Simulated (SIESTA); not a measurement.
The system is TiO2.

```
Ti O
1.0
     4.59984    0.00000    0.00000
     0.00000    4.59984    0.00000
     0.00000    0.00000    2.95921
Ti O
2 4
Cartesian
  0.0000 0.0000 1.4796
  2.2999 2.2999 0.0000
  1.3998 1.3998 1.4796
  0.9001 3.6997 0.0000
  3.6997 0.9001 0.0000
  3.2000 3.2000 1.4796
```

The cell is a database's computed one.

Base run:

* Program: SIESTA 5.4.2
* Functional: B86bPBE
* Potentials or basis: PseudoDojo 0.4 standard (PBE files)
* Basis: DZP (energy shift 0.002 Ry)
* Grid cutoff: 800 Ry
* Energy shift: 0.002 Ry
* k mesh: 6 × 6 × 9
* Occupations: fermi-dirac, width 0.05 eV
* Spin: no spin polarisation

Its results: band gap on the k mesh 1.69 eV, direct; pressure 7.6 GPa; largest force 0.049 eV/Å.

Task: After a change of settings the same cell gave: band gap on the k mesh 1.69 eV, direct; pressure 6.6 GPa; largest force 0.041 eV/Å. Which change was it?
A. functional from B86bPBE to APBE
B. functional from B86bPBE to PW86PBE
C. functional from B86bPBE to PBE; potentials or basis from PseudoDojo 0.4 standard (PBE files) to PseudoDojo 0.5 standard (PBE files)
D. functional from B86bPBE to PBE; basis from DZP (energy shift 0.002 Ry) to SZ (energy shift 0.002 Ry)

Result: C.

Caveats: semicore shells carry a single zeta, which can move pressures by several GPa and volumes by a few percent; the basis of atomic orbitals isn't converged, which shifts pressures, moduli and gaps; the potentials were made for another functional, which shifts forces and pressure (some runs).

Not every run made on this cell is shown here.
